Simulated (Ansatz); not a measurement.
# Ti5H: the cost of one run

Program: Ansatz 0.2.0. Level of theory: DFT PBE, scalar-relativistic, plane waves, PAW. These are calculated values, not measurements.

5 further runs of the same task are left out: 2 that didn't finish, 3 set aside as unsound or not needed.

## Step 1: The starting structure

Symmetry: P6_3/mmc, No. 194, hexagonal system. The conventional cell has a = 2.938 Å, b = 2.938 Å, c = 4.650 Å, α = 90.00°, β = 90.00°, γ = 120.00°. Around Ti (site symmetry -6m2) lie 12 Ti at 2.88 to 2.94 Å.

As a file:

```xyz
2
Lattice="2.9382 0.0000 0.0000 -1.4691 2.5445 0.0000 0.0000 0.0000 4.6505" Properties=species:S:1:pos:R:3 pbc="T T T"
Ti    0.0000    1.6963    1.1626
Ti    1.4691    0.8482    3.4878
```

This cell was relaxed beforehand with the same method: volume 17.38 Å³/atom, gap on the mesh none (metal).

## Step 4: Plan of the scan

Atoms count from 1 in the order of the input.

H is moved over the surface cell; relaxed at each place: the height of the adsorbate's atoms; substrate rigid; the origin of the map has the adsorbate above Ti5.

First coordinate, position of H6 along the first surface vector, from above Ti5: 6 values from 0.000 to 0.833, periodic. Second coordinate, position of H6 along the second surface vector, from above Ti5: 6 values from 0.000 to 0.833, periodic.

Relaxed at each point: the height of the adsorbate's atoms; substrate rigid. Points are written as (first, second).

The two vectors of the plane (Å): (2.938, 0.000, 0.000); (-1.469, 2.545, 0.000).

(The set-up runs are not shown.)

## Step 5: Grid point (0/6, 0/6) of the map's two axes

The input, input.yaml:

```yaml
crystal:
  lattice:
    - [2.9381632086, 0.0, 0.0]
    - [-1.4690816043, 2.5445239791, 0.0]
    - [0.0, 0.0, 24.711706814]
  atoms:
    - { symbol: Ti, position: [0.6666666667, 0.3333333333, 0.1618666015] }
    - { symbol: Ti, position: [0.3333333333, 0.6666666667, 0.2559609806] }
    - { symbol: Ti, position: [0.6666666667, 0.3333333333, 0.3506708119] }
    - { symbol: Ti, position: [0.3333333333, 0.6666666667, 0.4475655916] }
    - { symbol: Ti, position: [0.6666666667, 0.3333333333, 0.5346335206] }
    - { symbol: H, position: [0.6666666667, 0.3333333333, 0.6123294893] }
basis:
  ecutwfc: 420
kpoints:
  mp_grid: { grid: [9, 9, 1] }
hamiltonian:
  xc: pbe
  pseudopotentials: { kind: paw, azcp: { folder: soft_1 } }
scf:
  occupations: { method: gaussian, width: 0.1 }
output:
  forces: true
  eigenvalues: true
relax:
  adjacent_minimum: "off"
  f_tol: 0.025
  max_steps: 16
  constraints: [{ sites: [0, 1, 2, 3, 4] }, { sites: [5], fix: xy }]
efield:
  axis: 3
  dipole_correction: true
  ramp_width: 0.04
```

The run is started by

```console
$ ansatz run input.yaml --threads 1 --pin off --max-ram 3072MiB --backend cpu --events-out ev --progress --plain --runs-dir out
```

Q: Estimate wall time and peak memory on 1 thread of Arm Neoverse V2, shared host.

About 31 s, with a peak of 0.37 GiB.
